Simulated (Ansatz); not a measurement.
Input, command and steps of an Ansatz relaxation.

```yaml
crystal:
  lattice:
    - [0.0, 3.4271165255, 3.4271165255]
    - [3.4271165255, 0.0, 3.4271165255]
    - [3.4271165255, 3.4271165255, 0.0]
  atoms:
    - { symbol: Ni, position: [0.625, 0.625, 0.625] }
    - { symbol: Ni, position: [0.125, 0.625, 0.625] }
    - { symbol: Ni, position: [0.625, 0.625, 0.125] }
    - { symbol: Ni, position: [0.625, 0.125, 0.625] }
    - { symbol: Ge, position: [0.5, 0.5, 0.5] }
    - { symbol: Ge, position: [0.75, 0.75, 0.75] }
basis:
  ecutwfc: 500
kpoints:
  mp_grid: { grid: [4, 4, 4] }
hamiltonian:
  xc: r2scan
scf:
  occupations: { method: gaussian, width: 0.1 }
  lower_state_search: "off"
output:
  forces: true
  stress: true
  eigenvalues: true
relax:
  adjacent_minimum: "off"
  f_tol: 0.04
  max_steps: 70
  cell: { stress_tol: 0.4 }
```

```bash
ansatz run input.yaml --threads 1 --pin off --max-ram 3072MiB --backend cpu --events-out ev --progress --plain --runs-dir out
```

Computed with DFT r2SCAN, scalar-relativistic, plane waves, PAW (Ansatz 0.2.0).

Of 15 frames 10 are shown, positions in Å and forces in eV/Å; the SCF threshold varies from step to step. Steps run on the plane waves of an earlier cell, with a Pulay correction in the pressure. The basis is chosen afresh for the last frame, the zero of the energies, and at times for earlier ones too; energy and pressure step there, also at an unchanged geometry. Here that happened at steps 10 (-427 meV/atom, 18.1 GPa), 15 (-7 meV/atom, 0.0 GPa); the frames before carry an error of that size.

```xyz
6
Lattice="0.0000 3.4271 3.4271 3.4271 0.0000 3.4271 3.4271 3.4271 0.0000" Properties=species:S:1:pos:R:3:forces:R:3 pbc="T T T" step=1 free_energy_over_end_meV_per_atom=12398.67 pressure_GPa=364.84
Ni    4.2839    4.2839    4.2839    0.0000    0.0000    0.0000
Ni    4.2839    2.5703    2.5703    0.0000    0.0000    0.0000
Ni    2.5703    2.5703    4.2839    0.0000    0.0000    0.0000
Ni    2.5703    4.2839    2.5703    0.0000    0.0000    0.0000
Ge    3.4271    3.4271    3.4271    0.0000    0.0000    0.0000
Ge    5.1407    5.1407    5.1407    0.0000    0.0000    0.0000
6
Lattice="0.0000 3.7613 3.7613 3.7613 0.0000 3.7613 3.7613 3.7613 0.0000" Properties=species:S:1:pos:R:3:forces:R:3 pbc="T T T" step=3 free_energy_over_end_meV_per_atom=5824.60 pressure_GPa=159.43
Ni    4.7016    4.7016    4.7016    0.0000    0.0000    0.0000
Ni    4.7016    2.8209    2.8209    0.0000    0.0000    0.0000
Ni    2.8209    2.8209    4.7016    0.0000    0.0000    0.0000
Ni    2.8209    4.7016    2.8209    0.0000    0.0000    0.0000
Ge    3.7613    3.7613    3.7613    0.0000    0.0000    0.0000
Ge    5.6419    5.6419    5.6419    0.0000    0.0000    0.0000
6
Lattice="0.0000 3.9326 3.9326 3.9326 0.0000 3.9326 3.9326 3.9326 0.0000" Properties=species:S:1:pos:R:3:forces:R:3 pbc="T T T" step=4 free_energy_over_end_meV_per_atom=3800.62 pressure_GPa=103.22
Ni    4.9158    4.9158    4.9158    0.0000    0.0000    0.0000
Ni    4.9158    2.9495    2.9495    0.0000    0.0000    0.0000
Ni    2.9495    2.9495    4.9158    0.0000    0.0000    0.0000
Ni    2.9495    4.9158    2.9495    0.0000    0.0000    0.0000
Ge    3.9326    3.9326    3.9326    0.0000    0.0000    0.0000
Ge    5.8989    5.8989    5.8989    0.0000    0.0000    0.0000
6
Lattice="0.0000 4.2753 4.2753 4.2753 0.0000 4.2753 4.2753 4.2753 0.0000" Properties=species:S:1:pos:R:3:forces:R:3 pbc="T T T" step=6 free_energy_over_end_meV_per_atom=1469.98 pressure_GPa=36.42
Ni    5.3442    5.3442    5.3442    0.0000    0.0000    0.0000
Ni    5.3442    3.2065    3.2065    0.0000    0.0000    0.0000
Ni    3.2065    3.2065    5.3442    0.0000    0.0000    0.0000
Ni    3.2065    5.3442    3.2065    0.0000    0.0000    0.0000
Ge    4.2753    4.2753    4.2753    0.0000    0.0000    0.0000
Ge    6.4130    6.4130    6.4130    0.0000    0.0000    0.0000
6
Lattice="0.0000 4.4467 4.4467 4.4467 0.0000 4.4467 4.4467 4.4467 0.0000" Properties=species:S:1:pos:R:3:forces:R:3 pbc="T T T" step=7 free_energy_over_end_meV_per_atom=997.67 pressure_GPa=12.13
Ni    5.5584    5.5584    5.5584    0.0000    0.0000    0.0000
Ni    5.5584    3.3350    3.3350    0.0000    0.0000    0.0000
Ni    3.3350    3.3350    5.5584    0.0000    0.0000    0.0000
Ni    3.3350    5.5584    3.3350    0.0000    0.0000    0.0000
Ge    4.4467    4.4467    4.4467    0.0000    0.0000    0.0000
Ge    6.6700    6.6700    6.6700    0.0000    0.0000    0.0000
6
Lattice="0.0000 4.5333 4.5333 4.5333 0.0000 4.5333 4.5333 4.5333 0.0000" Properties=species:S:1:pos:R:3:forces:R:3 pbc="T T T" step=9 free_energy_over_end_meV_per_atom=938.64 pressure_GPa=0.07
Ni    5.6666    5.6666    5.6666    0.0000    0.0000    0.0000
Ni    5.6666    3.4000    3.4000    0.0000    0.0000    0.0000
Ni    3.4000    3.4000    5.6666    0.0000    0.0000    0.0000
Ni    3.4000    5.6666    3.4000    0.0000    0.0000    0.0000
Ge    4.5333    4.5333    4.5333    0.0000    0.0000    0.0000
Ge    6.8000    6.8000    6.8000    0.0000    0.0000    0.0000
6
Lattice="0.0000 4.5333 4.5333 4.5333 0.0000 4.5333 4.5333 4.5333 0.0000" Properties=species:S:1:pos:R:3:forces:R:3 pbc="T T T" step=10 free_energy_over_end_meV_per_atom=512.09 pressure_GPa=18.16
Ni    5.6666    5.6666    5.6666    0.0000    0.0000    0.0000
Ni    5.6666    3.4000    3.4000    0.0000    0.0000    0.0000
Ni    3.4000    3.4000    5.6666    0.0000    0.0000    0.0000
Ni    3.4000    5.6666    3.4000    0.0000    0.0000    0.0000
Ge    4.5333    4.5333    4.5333    0.0000    0.0000    0.0000
Ge    6.8000    6.8000    6.8000    0.0000    0.0000    0.0000
6
Lattice="0.0000 4.8203 4.8203 4.8203 0.0000 4.8203 4.8203 4.8203 0.0000" Properties=species:S:1:pos:R:3:forces:R:3 pbc="T T T" step=12 free_energy_over_end_meV_per_atom=89.85 pressure_GPa=5.35
Ni    6.0254    6.0254    6.0254    0.0000    0.0000    0.0000
Ni    6.0254    3.6153    3.6153    0.0000    0.0000    0.0000
Ni    3.6153    3.6153    6.0254    0.0000    0.0000    0.0000
Ni    3.6153    6.0254    3.6153    0.0000    0.0000    0.0000
Ge    4.8203    4.8203    4.8203    0.0000    0.0000    0.0000
Ge    7.2305    7.2305    7.2305    0.0000    0.0000    0.0000
6
Lattice="0.0000 4.9826 4.9826 4.9826 0.0000 4.9826 4.9826 4.9826 0.0000" Properties=species:S:1:pos:R:3:forces:R:3 pbc="T T T" step=13 free_energy_over_end_meV_per_atom=13.95 pressure_GPa=1.39
Ni    6.2282    6.2282    6.2282    0.0000    0.0000    0.0000
Ni    6.2282    3.7369    3.7369    0.0000    0.0000    0.0000
Ni    3.7369    3.7369    6.2282    0.0000    0.0000    0.0000
Ni    3.7369    6.2282    3.7369    0.0000    0.0000    0.0000
Ge    4.9826    4.9826    4.9826    0.0000    0.0000    0.0000
Ge    7.4739    7.4739    7.4739    0.0000    0.0000    0.0000
6
Lattice="0.0000 5.0451 5.0451 5.0451 0.0000 5.0451 5.0451 5.0451 0.0000" Properties=species:S:1:pos:R:3:forces:R:3 pbc="T T T" step=15 free_energy_over_end_meV_per_atom=0.00 pressure_GPa=0.24
Ni    6.3064    6.3064    6.3064    0.0000    0.0000    0.0000
Ni    6.3064    3.7838    3.7838    0.0000    0.0000    0.0000
Ni    3.7838    3.7838    6.3064    0.0000    0.0000    0.0000
Ni    3.7838    6.3064    3.7838    0.0000    0.0000    0.0000
Ge    5.0451    5.0451    5.0451    0.0000    0.0000    0.0000
Ge    7.5677    7.5677    7.5677    0.0000    0.0000    0.0000
```

The start puts this composition into another compound's structure type, which needn't suit it. The cell swells from 13.4 to 42.8 Å³ an atom, so the end can be far from any stable crystal. At the end the space group is Fd-3m (tolerance 0.05 Å).

The run took 3.5 min on 1 thread of Arm Neoverse V2, on a shared host, peak memory 1.2 GiB.

The k mesh is coarse. Spin polarisation was left out, and a magnetic state may lie lower.